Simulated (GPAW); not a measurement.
# SnO2 (R-3m) in GPAW: a series of runs, part 5 of 5

GPAW 26.7.0. The steps go on from the part before.

### Step 7. G0W0 quasiparticle levels, PBE

run.py reads:

```python
import json
import numpy as np
from ase import Atoms
from ase.dft.bandgap import bandgap
from ase.io import write
from gpaw import GPAW, PW
from gpaw.response.g0w0 import G0W0

atoms = Atoms(['Sn', 'O', 'O'],
              cell=[[1.6170930752, 0.9336291223, 4.800592584],
                    [-1.6170930752, 0.9336291223, 4.800592584],
                    [0.0, -1.8672582446, 4.800592584]],
              scaled_positions=[[0.5, 0.5, 0.5],
                                [0.76283, 0.76283, 0.76283],
                                [0.23717, 0.23717, 0.23717]],
              pbc=True)

calc = GPAW(mode=PW(600),
            xc='PBE',
            kpts={'size': (4, 4, 4), 'gamma': True},
            occupations={'name': 'fermi-dirac', 'width': 0.001},
            nbands=24,
            convergence={'density': 1e-06},
            symmetry={'point_group': False},
            maxiter=150,
            txt='gpaw.txt')
atoms.calc = calc
energy = atoms.get_potential_energy()
calc.write('gs.gpw')
write('result.traj', atoms)
print(f'Energy: {energy:.6f} eV')
print('Fermi level:', round(calc.get_fermi_level(), 4), 'eV')
print(f'Gap: {bandgap(calc)[0]:.4f} eV, direct: {bandgap(calc, direct=True)[0]:.4f} eV')

calc.diagonalize_full_hamiltonian(nbands=102)
calc.write('full.gpw', mode='all')

ibz = calc.get_ibz_k_points()
gap, vbm, cbm = bandgap(calc, output=None)
gap, direct, _ = bandgap(calc, direct=True, output=None)
gamma = int(np.abs(ibz).sum(1).argmin())
kpts = sorted({gamma, vbm[1], cbm[1], direct[1]})
gw = G0W0(calc='full.gpw',
          filename='gw',
          ecut=100,
          ecut_extrapolation=True,
          relbands=(-2, 2),
          kpts=kpts,
          integrate_gamma='WS',
          ppa=True)
gw.calculate()
results = {mode: {key: np.asarray(r[key]).tolist() for key in ['f', 'eps', 'vxc', 'exx', 'sigma', 'Z', 'qp', 'sigma_eskn']}
           for mode, r in gw.all_results.items()}
json.dump({'kpts': ibz[kpts].tolist(), 'results': results}, open('gw.json', 'w'))
for mode, r in results.items():
    f, qp = np.array(r['f']), np.array(r['qp'])
    print(mode, 'quasiparticle energies (eV):')
    print(qp.round(3))
    print(mode, 'gap:', round(qp[f < 0.5].min() - qp[f > 0.5].max(), 4), 'eV')
```

Potentials or basis: GPAW PAW data sets (gpaw-data 1.2.1), pw.

On the command line:

```bash
$ OMP_NUM_THREADS=1 python run.py
```

gpaw.txt:

```text
__  _  _
 | _ |_)|_||  |
 |__||  | ||/\| - 26.7.0

Input parameters:
  mode=PW(ecut=600.0),
  convergence={'density': 1e-06},
  kpts=MonkhorstPack(size=(4, 4, 4), gamma=True),
  maxiter=150,
  nbands=24,
  occupations=Occupations(name='fermi-dirac', width=0.001),
  symmetry=Symmetry(point_group=False),
  xc=XC(name='PBE')

Diagonalizing LCAO Hamiltonian
Converting LCAO to pw mode

       O

       Sn

       O

Atoms  # Å, Bohr magnetons
|   | symbol |         x |         y |         z |    initial magnetic moments |
|---|--------|-----------|-----------|-----------|-----------------------------|
| 0 |     Sn |  0.000000 |  0.000000 |  7.200889 | ( 0.0000,  0.0000,  0.0000) |
| 1 |      O | -0.000000 |  0.000000 | 10.986108 | ( 0.0000,  0.0000,  0.0000) |
| 2 |      O | -0.000000 | -0.000000 |  3.415670 | ( 0.0000,  0.0000,  0.0000) |

Unit cell  # Å
| periodic |         x |         y |        z |  lengths |    angles |
|----------|-----------|-----------|----------|----------|-----------|
|      yes |  1.617093 |  0.933629 | 4.800593 | 5.150955 | 36.593718 |
|      yes | -1.617093 |  0.933629 | 4.800593 | 5.150955 | 36.593718 |
|      yes |  0.000000 | -1.867258 | 4.800593 | 5.150955 | 36.593718 |

Number of symmetries: 1
Symmetry operations  # r_c * U_cc + t_c -> r_c
|   | kind |            matrix            |
|---|------|------------------------------|
| 0 |  E   |  1, 0, 0,  0, 1, 0,  0, 0, 1 |

BZ-sampling:
  Number of BZ points: 64
  Number of IBZ points: 36

  Monkhorst-Pack size: [4, 4, 4]
  Monkhorst-Pack shift: [0.125, 0.125, 0.125]

K-points  # in reciprocal-cell coordinates
|     |                                coordinates |     weight |
|-----|--------------------------------------------|------------|
|   0 | (  0.00000000,   0.00000000,   0.00000000) | 0.01562500 |
|   1 | (  0.00000000,   0.00000000,   0.25000000) | 0.03125000 |
|   2 | (  0.00000000,   0.00000000,   0.50000000) | 0.01562500 |
|   3 | (  0.00000000,   0.25000000,  -0.25000000) | 0.03125000 |
|   4 | (  0.00000000,   0.25000000,   0.00000000) | 0.03125000 |
|   5 | (  0.00000000,   0.25000000,   0.25000000) | 0.03125000 |
|   6 | (  0.00000000,   0.25000000,   0.50000000) | 0.03125000 |
|   7 | (  0.00000000,   0.50000000,   0.00000000) | 0.01562500 |
|   8 | (  0.00000000,   0.50000000,   0.25000000) | 0.03125000 |
|   9 | (  0.00000000,   0.50000000,   0.50000000) | 0.01562500 |
| ... |                                            |            |
|  35 | (  0.50000000,   0.50000000,   0.50000000) | 0.01562500 |

Plane wave coefficients: 1466
Cutoff: 600.0 eV

Spin-components: 1 (collinear spins)
Bands:           24
Projectors:      16
Spin-degeneracy: 2
Datatype:        complex128

Parallelization:
  kpt:    1
  domain: 1
  band:   1

Density:
  Valence electrons: 26.0
  Components: 1
  Grid points: [30 30 30]
  Charge: 0.0  # |e|

Potential:
  Grid points: [30 30 30]

species:
  Sn:
    name:    Tin
    Z:       50.0
    valence: 14
    core:    36
    charge:  0.0  # [|e|]
    compensation charges:
      type: gauss
      rc: 0.38  # [Å]
      lmax: 2
    cutoffs:
      filter: 2.23  # [Å]
      core: 2.35  # [Å]
    projectors
    | kind |    occ | energy [eV] | rcut [Å] |
    |------|--------|-------------|----------|
    |   5s |  2.000 |     -10.538 |    1.201 |
    |   5p |  2.000 |      -3.696 |    1.270 |
    |   4d | 10.000 |     -25.845 |    1.185 |
    |    s |        |      16.674 |    1.201 |
    |    p |        |      23.515 |    1.270 |
    |    d |        |       1.367 |    1.185 |

    Using partial waves for Sn as LCAO basis

  O:
    name:    Oxygen
    Z:       8.0
    valence: 6
    core:    2
    charge:  0.0  # [|e|]
    compensation charges:
      type: gauss
      rc: 0.21  # [Å]
      lmax: 2
    cutoffs:
      filter: 1.17  # [Å]
      core: 0.83  # [Å]
    projectors
    | kind |    occ | energy [eV] | rcut [Å] |
    |------|--------|-------------|----------|
    |   2s |  2.000 |     -23.961 |    0.688 |
    |   2p |  4.000 |      -9.029 |    0.598 |
    |    s |        |       3.251 |    0.688 |
    |    p |        |      18.182 |    0.598 |
    |    d |        |       0.000 |    0.619 |

    Using partial waves for O as LCAO basis

Reference energy: -172092.397909  # eV

eigensolver:
  PPCG
  Converge bands: occupied
  niter=2

density mixing:
  MSR1-Mixer
  Pratt-step length: 0.05
  Maximum mixing coefficient: 0.75
  Old densities: 10
  SVD Regularization: 0.005
  Good broyden scale: 1.0
  Trust region scale: 1.0
  Backstep threshold: 4.0
  History deletion threshold: 6.0
  Fourier metric: weight=20.0, sigma=0.015

occupation numbers:
  Fermi-Dirac:
    width: 0.0010  # eV

poisson solver:
  ecut: 4800.0  # eV

xc functional:
  name: PBE with 2 nearest neighbor stencil

convergence criteria:
- Maximum integral of absolute [dens]ity change: 1e-06 electrons / valence electron
- Maximum [total energy] change in last 3 cyles: 0.0005 eV / valence electron
- Maximum integral of absolute [eigenst]ate change: 4e-08 eV^2 / valence electron
maximum number of iterations: 150

SCF iterations
|iter     | |      energy | eigst |  dens |
|---------|-|-------------|-------|-------|
|iter:   1| |  -21.552330 | +0.11 |       |
|iter:   2| |  -20.777975 | -1.71 | -0.89 |
|iter:   3| |  -18.805386 | -0.84 | -0.94 |
|iter:   4| |  -18.799765 | -3.17 | -1.51 |
|iter:   5| |  -18.802306c| -3.24 | -1.78 |
|iter:   6| |  -18.802483c| -4.95 | -2.89 |
|iter:   7| |  -18.802535c| -5.54 | -3.28 |
|iter:   8| |  -18.802528c| -6.35 | -3.81 |
|iter:   9| |  -18.802529c| -7.72c| -4.36 |
|iter:  10| |  -18.802529c| -7.60c| -4.78 |
|iter:  11| |  -18.802529c| -8.22c| -5.57 |
|iter:  12| |  -18.802529c| -8.90c| -6.26c|

Converged in 12 steps
Energy contributions relative to reference atoms: (reference = -172092.397909)

Energy contributions:
  Kinetic:          27.900147
  Coulomb:         -25.517817
  Zero:              0.044280
  External:          0.000000
  Xc:              -21.229138
  Entropy:          -0.000000
  Spinorbit:         0.000000
  ----------------------------
  Free energy:     -18.802529
  Extrapolated:    -18.802529

dipole moment: (-0.000000, 0.000000, 0.000011)  # |e|*Ang

Fermi level: 3.271
Eigenvalues  # (at kpt = [0.000, 0.000, 0.000])
| band index |      eig [eV] | occ [0-2] |
|------------|---------------|-----------|
|          0 |       -16.744 |     2.000 |
|        ... |               |           |
|          5 |       -14.637 |     2.000 |
|          6 |       -12.852 |     2.000 |
|          7 |        -0.636 |     2.000 |
|          8 |         2.002 |     2.000 |
|          9 |         2.002 |     2.000 |
|         10 |         2.384 |     2.000 |
[... 8 lines left out ...]
|         19 |        20.342 |     0.000 |
|         20 |        20.630 |     0.000 |
|        ... |               |           |
|         23 |        27.087 |     0.000 |

Gap: 1.972 eV
Transition (v -> c):
  (s=0, k=28, n=12, [0.50, 0.00, 0.50]) -> (s=0, k=0, n=13, [0.00, 0.00, 0.00])
Direct/indirect transitions are different
Direct gap: 2.066 eV
Transition at: (s=0, k=0, n=12, [0.00, 0.00, 0.00])
# Writing to gs.gpw (mode='')

Matrix size: 1466x1466
# Writing to full.gpw (mode='all')
```

stdout:

```text
<dir> UserWarning: The angles between your unit-cell vectors are 36.6, 36.6 and 36.6 degrees.  Results may be wrong!  Please Niggli-reduce your unit-cell so that the angles are closer to 90 degrees:

  from ase.build import niggli_reduce
  niggli_reduce(atoms)

  warnings.warn(
Energy: -18.802529 eV
Fermi level: 3.2713 eV
Gap: 1.9716 eV, direct: 2.0659 eV
IBZ(<points: 36, symmetries: 1>)
Occupied bands: 13
Calculating eigenvalues:
  k-points: 2
  Bands: 11-14 (inclusive)
HSE06-eigenvalue shifts:
  min: -5.581 eV
  ave: -0.312 eV
  max: 5.113 eV
GW quasiparticle energies (eV):
[[[ 1.58   2.233  5.931  9.662]
  [ 2.009  2.321  9.515 10.895]]]
GW gap: 3.6101 eV
```

Run time: 25 min. Hardware: 1 thread of Arm Neoverse V1, shared host; peak memory 0.76 GiB.

Results:

```
Free energy                              : -18.8025 eV
Band gap on the k mesh, mean-field level : 1.97 eV, indirect (least direct gap 2.07 eV)
Quasiparticle gap                        : 3.61 eV
Least direct quasiparticle gap           : 3.70 eV
```

Levels at points of the mesh, in eV from the valence-band top:
```tsv
k point	band 9	band 10	band 11	band 12	band 13	band 14	band 15	band 16	band 17	band 18
(0.00, 0.00, 0.00)	-1.23	-1.23	-0.85	-0.85	-0.09	1.97	5.73	11.05	11.05	11.70
(0.00, 0.00, 0.50)	-4.09	-2.90	-1.44	-0.56	-0.53	5.35	7.75	10.09	12.33	12.70
(0.00, 0.50, 0.00)	-4.09	-2.90	-1.44	-0.56	-0.53	5.35	7.75	10.09	12.33	12.70
(0.00, 0.50, 0.50)	-4.32	-2.99	-1.11	-0.42	0.00	5.09	6.94	10.74	11.33	12.59
(0.50, 0.00, 0.00)	-4.09	-2.90	-1.44	-0.56	-0.53	5.35	7.75	10.09	12.33	12.70
(0.50, 0.00, 0.50)	-4.32	-2.99	-1.11	-0.42	0.00	5.09	6.94	10.74	11.33	12.59
(0.50, 0.50, 0.00)	-4.32	-2.99	-1.11	-0.42	0.00	5.09	6.94	10.74	11.33	12.59
(0.50, 0.50, 0.50)	-1.30	-1.30	-1.23	-0.81	-0.81	3.22	5.66	11.23	11.23	12.17
```

Caveat: the k mesh is coarse (spacing up to 0.57 Å⁻¹), so the values aren't converged; the quasiparticle gap is taken among the few k points that were corrected; the long-wavelength limit can be off by a per cent or two; spin-orbit coupling is left out, which moves the levels of the heavy elements; the program warned that so skewed a cell can give wrong results.
